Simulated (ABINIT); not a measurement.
# SiC (Moissanite) (P6_3mc) in ABINIT: notebook

Aim: see how the results for SiC (Moissanite) move with the level of theory and the settings. Levels: PBEsol, BP86. Tasks: relaxation of cell and atoms.

All numbers are computed with ABINIT 10.8.3 (patched build); they aren't measurements. Logs are shortened: lines on timing, memory, paths and dates and some standing lists are left out, and cuts for length are marked. The log counts tension as positive stress, the text compression.

### Step 1. Starting point

The structure is hexagonal, space group P6_3mc (No. 186). The conventional cell has a = 3.076 Å, b = 3.076 Å, c = 5.048 Å, α = 90.00°, β = 90.00°, γ = 120.00°. Si (site symmetry 3m) has 4 C at 1.87 to 1.94 Å as nearest neighbours. Around C (site symmetry 3m) lie 4 Si at 1.87 to 1.94 Å.

### Step 2. Relaxation of cell and atoms, PBEsol, target pressure 20 GPa, at which the enthalpy is minimised

File run.abi:

```
pp_dirpath "./"
pseudos "Si.GGA_PBE-JTH.xml, C.GGA_PBE-JTH.xml"

acell 3*1.0 Angstrom
rprim
     3.0760000000     0.0000000000     0.0000000000
    -1.5380000000     2.6638941420     0.0000000000
     0.0000000000     0.0000000000     5.0480000000
ntypat 2
znucl 14 6
natom 4
typat 1 1 2 2
xcart
     2.9063987800     1.6780101176     4.7696687386
    -0.0000000003     3.3560202358     0.0000000000
     2.9063987800     1.6780101176     8.4423136672
    -0.0000000003     3.3560202358     3.6726449287
chkprim 0
chksymtnons 0
tolsym 1.0e-6

ecut 517.016339 eV
pawecutdg 38.0
pawxcdev 0
pawovlp -1

kptopt 1
ngkpt 10 10 5
nshiftk 1
shiftk 0.0 0.0 0.0

ixc -116133

nband 12
occopt 3
tsmear 0.05 eV

nstep 100
tolvrs 1.0e-9

iomode 3
prtwf 0
prtden 0
prteig 0
prtebands 0
enunit 1

ionmov 2
ntime 60
tolmxf 0.0005
optcell 2
dilatmx 1.08
ecutsm 0.5
strtarget 3*-6.797862e-04 3*0.0
```

Potentials or basis: JTH PAW PBE v2.0.

On the command line:

```sh
$ abinit run.abi > log 2>&1
```

run.abo:

```text
.Version 10.8.3 of ABINIT
 Symmetries : space group P6_3 m c (#186); Bravais hP (primitive hexag.)
================================================================================
 Values of the parameters that define the memory need of the present run
     intxc =       0    ionmov =       2      iscf =      17    lmnmax =       8
     lnmax =       4     mgfft =      45  mpssoang =       2    mqgrid =    3001
     natom =       4  nloc_mem =       2    nspden =       1   nspinor =       1
    nsppol =       1      nsym =      12    n1xccc =       1    ntypat =       2
    occopt =       3   xclevel =       2
       mpw =        1410          nfft =       32805          nkpt =          42
 PAW method is used; the additional fine FFT grid is defined by:
   mgfftf=        60    nfftf =     77760
================================================================================
================================================================================

--------------------------------------------------------------------------------
------------- Echo of variables that govern the present computation ------------
--------------------------------------------------------------------------------
 -outvars: echo values of preprocessed input variables --------
            acell      1.8897261259E+00  1.8897261259E+00  1.8897261259E+00 Bohr
              amu      2.80855000E+01  1.20110000E+01
          chkprim           0
      chksymtnons           0
          dilatmx      1.08000000E+00
             ecut      1.90000000E+01 Hartree
           ecutsm      5.00000000E-01 Hartree
           enunit           1
           ionmov           2
              ixc     -116133
         kptrlatt       10    0    0      0   10    0      0    0    5
          kptrlen      4.76966874E+01
            natom           4
            nband          12
            ngfft          27      27      45
          ngfftdg          36      36      60
             nkpt          42
            nstep         100
             nsym          12
            ntime          60
           ntypat           2
           occopt           3
          optcell           2
        pawecutdg      3.80000000E+01 Hartree
          pawovlp     -1.0000000000E+00
         pawxcdev           0
           prtden           0
        prtebands           0
           prteig           0
            prtwf           0
            rprim      3.0760000000E+00  0.0000000000E+00  0.0000000000E+00
                      -1.5380000000E+00  2.6638941420E+00  0.0000000000E+00
                       0.0000000000E+00  0.0000000000E+00  5.0480000000E+00
          spgroup         186
        strtarget     -6.79786200E-04 -6.79786200E-04 -6.79786200E-04
                       0.00000000E+00  0.00000000E+00  0.00000000E+00
           tolmxf      5.00000000E-04
           tolsym      1.00000000E-06
           tolvrs      1.00000000E-09
           tsmear      1.83746611E-03 Hartree
            typat      1  1  2  2
           useylm           1
           xangst      1.5379999995E+00  8.8796471310E-01  2.5240000000E+00
                      -5.1493427444E-10  1.7759294271E+00  0.0000000000E+00
                       1.5379999995E+00  8.8796471310E-01  4.4674799987E+00
                      -5.1493427444E-10  1.7759294271E+00  1.9434799987E+00
            xcart      2.9063987807E+00  1.6780101172E+00  4.7696687418E+00
                      -9.7308475154E-10  3.3560202362E+00  0.0000000000E+00
                       2.9063987807E+00  1.6780101172E+00  8.4423136704E+00
                      -9.7308475154E-10  3.3560202362E+00  3.6726449287E+00
             xred      6.6666666633E-01  3.3333333300E-01  5.0000000000E-01
                       3.3333333300E-01  6.6666666633E-01  0.0000000000E+00
                       6.6666666633E-01  3.3333333300E-01  8.8499999973E-01
                       3.3333333300E-01  6.6666666633E-01  3.8499999973E-01
            znucl       14.00000    6.00000

================================================================================

 chkinp: Checking input parameters for consistency.

================================================================================
== DATASET  1 ==================================================================

--- !DatasetInfo
iteration_state: {dtset: 1, }
dimensions: {natom: 4, nkpt: 42, mband: 12, nsppol: 1, nspinor: 1, nspden: 1, mpw: 1410, }
cutoff_energies: {ecut:  19.0, pawecutdg:  38.0, }
electrons: {nelect:   1.60000000E+01, charge:   0.00000000E+00, occopt:   3.00000000E+00, tsmear:   1.83746611E-03, }
meta: {optdriver: 0, ionmov: 2, optcell: 2, iscf: 17, paral_kgb: 0, }
...

 Real(R)+Recip(G) space primitive vectors, cartesian coordinates (Bohr,Bohr^-1):
 R(1)=  5.8127976  0.0000000  0.0000000  G(1)=  0.1720342  0.0993240  0.0000000
 R(2)= -2.9063988  5.0340304  0.0000000  G(2)=  0.0000000  0.1986480  0.0000000
 R(3)=  0.0000000  0.0000000  9.5393375  G(3)=  0.0000000  0.0000000  0.1048291
 Unit cell volume ucvol=  2.7913818E+02 bohr^3
 Angles (23,13,12)=  9.00000000E+01  9.00000000E+01  1.20000000E+02 degrees

[... 595 lines left out ...]

---SELF-CONSISTENT-FIELD CONVERGENCE--------------------------------------------
[... 101 lines left out ...]
 Difference of energy with previous step (new-old):
           Absolute (Ha)= 4.11551E-05
           Relative     = 2.11587E-06

 At Broyd/MD step   6, gradients are converged :
  max grad (force/stress) = 2.2102E-04 < tolmxf= 5.0000E-04 ha/bohr (free atoms)

================================================================================

 ----iterations are completed or convergence reached----

 Mean square residual over all n,k,spin=   19.255E-12; max=  78.930E-10
 reduced coordinates (array xred) for    4 atoms
       0.666666666331      0.333333332997      0.504631963923
       0.333333332998      0.666666666330      0.004631963923
       0.666666666331      0.333333332997      0.880368035812
       0.333333332998      0.666666666330      0.380368035812
 rms dE/dt=  4.3056E-04; max dE/dt=  1.0424E-03; dE/dt below (all hartree)
    1      -0.000000000000      0.000000000000      0.001042438291
    2       0.000000000000     -0.000000000000      0.001042438291
    3      -0.000000000000     -0.000000000000      0.000160069259
    4       0.000000000000     -0.000000000000      0.000160069259

 cartesian coordinates (angstrom) at end:
    1      1.49821943021613     0.86499739074294     2.47961968070930
    2     -0.00000000050162     1.72999478235967     0.02276016923995
    3      1.49821943021613     0.86499739074294     4.32588116475799
    4     -0.00000000050162     1.72999478235967     1.86902165328863

 cartesian forces (hartree/bohr) at end:
    1      0.00000000000000    -0.00000000000000    -0.00004751284934
    2     -0.00000000000000    -0.00000000000000    -0.00004751284934
    3      0.00000000000000     0.00000000000000     0.00004751284934
    4     -0.00000000000000    -0.00000000000000     0.00004751284934
 frms,max,avg= 2.7431556E-05 4.7512849E-05   0.000E+00  0.000E+00 -6.475E-05 h/b

 cartesian forces (eV/Angstrom) at end:
    1      0.00000000000000    -0.00000000000000    -0.00244320894665
    2     -0.00000000000000    -0.00000000000000    -0.00244320894665
    3      0.00000000000000     0.00000000000000     0.00244320894665
    4     -0.00000000000000    -0.00000000000000     0.00244320894665
 frms,max,avg= 1.4105873E-03 2.4432089E-03   0.000E+00  0.000E+00 -3.330E-03 e/A
 length scales=  5.662448801140  5.662448801075  9.285583213017 bohr
              =  2.996438861435  2.996438861401  4.913719022939 angstroms
 Fermi (or HOMO) energy (eV) =   9.80217   Average Vxc (eV)= -11.95850
 Eigenvalues (   eV  ) for nkpt=  42  k points:
 kpt#   1, nband= 12, wtk=  0.00200, kpt=  0.0000  0.0000  0.0000 (reduced coord)
  -7.52494   -3.60761   -0.51574    7.36698    7.36698    8.62927    8.74438    8.74438
  14.14170   15.67886   15.79140   15.79140
 prteigrs : prtvol=0 or 1, do not print more k-points.

--- !EnergyTerms
iteration_state     : {dtset: 1, itime: 6, icycle: 1, }
comment             : Components of total free energy in Hartree
kinetic             :  1.04525846797043E+01
hartree             :  2.28651794276786E+00
xc                  : -9.27167943858269E+00
Ewald energy        : -2.14646807897392E+01
psp_core            :  1.13020047203342E+00
local_psp           : -7.76040816607945E+00
PAW spherical_terms :  5.17682787387640E+00
internal            : -1.94506374260194E+01
'-kT*entropy'       : -7.16881506850364E-13
total_energy        : -1.94506374260201E+01
total_energy_eV     : -5.29278807729966E+02
...

--- !EnergyTermsDC
iteration_state     : {dtset: 1, itime: 6, icycle: 1, }
comment             : '"Double-counting" decomposition of free energy'
band_energy         :  1.43802003315442E+00
Ewald energy        : -2.14646807897392E+01
psp_core            :  1.13020047203342E+00
xc_dc               : -3.30935030017850E+00
PAW spherical_terms :  2.75516830848007E+00
internal            : -1.94506422762498E+01
'-kT*entropy'       : -7.16881506850364E-13
total_energy_dc     : -1.94506422762505E+01
total_energy_dc_eV  : -5.29278939711460E+02
...

--- !EnergyTermsWithPAWCore
iteration_state     : {dtset: 1, itime: 6, icycle: 1, }
comment             : 'Components of total free energy, including PAW core contributions'
Total energy        : -6.54946713503546E+02
Total energy DC     : -6.54946718353776E+02
Total energy (eV)   : -1.78220079916808E+04
Total energy DC (eV): -1.78220081236623E+04
...

 rms coord change=  2.6743E-03   atom, delta coord (reduced):
     1        0.000000000000      0.000000000000      0.004631963923
     2        0.000000000000      0.000000000000      0.004631963923
     3        0.000000000000      0.000000000000     -0.004631963923
     4        0.000000000000      0.000000000000     -0.004631963923

 Cartesian components of stress tensor (hartree/bohr^3)
  sigma(1 1)= -6.77575981E-04  sigma(3 2)=  0.00000000E+00
  sigma(2 2)= -6.77575981E-04  sigma(3 1)=  0.00000000E+00
  sigma(3 3)= -6.80901365E-04  sigma(2 1)=  0.00000000E+00

-Cartesian components of stress tensor (GPa)         [Pressure=  1.9968E+01 GPa]
- sigma(1 1)= -1.99349736E+01  sigma(3 2)=  0.00000000E+00
- sigma(2 2)= -1.99349736E+01  sigma(3 1)=  0.00000000E+00
- sigma(3 3)= -2.00328098E+01  sigma(2 1)=  0.00000000E+00

== END DATASET(S) ==============================================================
================================================================================

 -outvars: echo values of variables after computation  --------
            acell      5.6624488011E+00  5.6624488011E+00  9.2855832130E+00 Bohr
           etotal     -1.9450642276E+01
            fcart      0.0000000000E+00 -1.9218180143E-28 -4.7512849345E-05
                      -1.9021065392E-28 -1.9218180143E-28 -4.7512849345E-05
                       2.8531598088E-28  4.1181814592E-28  4.7512849345E-05
                      -9.5105326961E-29 -2.7454543061E-29  4.7512849345E-05
            rprim      1.0000000000E+00  0.0000000000E+00  0.0000000000E+00
                      -5.0000000001E-01  8.6602540378E-01  0.0000000000E+00
                       0.0000000000E+00  0.0000000000E+00  1.0000000000E+00
           strten     -6.7757598121E-04 -6.7757598109E-04 -6.8090136515E-04
                       0.0000000000E+00  0.0000000000E+00  0.0000000000E+00
           xangst      1.4982194302E+00  8.6499739074E-01  2.4796196807E+00
                      -5.0161547449E-10  1.7299947824E+00  2.2760169240E-02
                       1.4982194302E+00  8.6499739074E-01  4.3258811648E+00
                      -5.0161547449E-10  1.7299947824E+00  1.8690216533E+00
             xred      6.6666666633E-01  3.3333333300E-01  5.0463196392E-01
                       3.3333333300E-01  6.6666666633E-01  4.6319639226E-03
                       6.6666666633E-01  3.3333333300E-01  8.8036803581E-01
                       3.3333333300E-01  6.6666666633E-01  3.8036803581E-01
 Calculation completed.
```

Run time: 2.1 min. Hardware: 1 thread of Arm Neoverse V2, shared host; peak memory 0.12 GiB.

What came out:

```
Free energy                                            : -529.2789 eV
Relaxed volume                                         : 9.55 Å³/atom
Relaxed cell                                           : a = 2.996 Å, b = 2.996 Å, c = 4.914 Å, α = 90.00°, β = 90.00°, γ = 120.00°
Space group after relaxing (to 0.05 Å)                 : P6_3mc (No. 186)
Energy change on relaxing (the enthalpy is what falls) : +36.7 meV/atom
Ionic steps                                            : 6
Pressure after relaxing                                : 20.0 GPa
Band gap on the k mesh                                 : 2.15 eV, indirect (least direct gap 4.02 eV)
Valence electrons inside the program's atomic spheres  : Si 1.76; C 2.65
```

Forces on the atoms (eV/Å):
```
Si   0.000  0.000 -0.002
Si   0.000  0.000 -0.002
C    0.000  0.000  0.002
C    0.000  0.000  0.002
```

Step by step:
| step | energy change (eV) | largest force (eV/Å) | pressure (GPa) | volume (Å³) |
| --- | --- | --- | --- | --- |
| 1 | 0.0000 | 0.7415 | -0.17 | 41.36 |
| 2 | 0.0903 | 0.5302 | 15.14 | 38.86 |
| 3 | 0.1706 | 0.2222 | 21.10 | 38.06 |
| 4 | 0.1609 | 0.1424 | 20.67 | 38.11 |
| 5 | 0.1455 | 0.0127 | 19.90 | 38.22 |
| 6 | 0.1466 | 0.0024 | 19.97 | 38.21 |

Final structure:
```
Si C
1.0
     2.99644    0.00000    0.00000
    -1.49822    2.59499    0.00000
     0.00000    0.00000    4.91372
Si C
2 2
Direct
  0.66667 0.33333 0.50463
  0.33333 0.66667 0.00463
  0.66667 0.33333 0.88037
  0.33333 0.66667 0.38037
```

Levels at points of the mesh, in eV from the valence-band top:
```
           k point  band 4  band 5  band 6  band 7  band 8  band 9  band 10  band 11  band 12
(0.00, 0.00, 0.00)   -1.38   -1.38   -0.12    0.00    0.00    5.40     6.93     7.05     7.05
(0.50, 0.00, 0.00)   -6.54   -5.79   -3.60   -3.54   -1.24    2.78     4.23     7.37     7.39
```

Caveat: the PAW data sets were made with another functional, which shifts forces and pressure a little; an odd mesh through Γ misses points on the zone boundary, where band edges often lie.

(Part 1 of 2 ends here.)
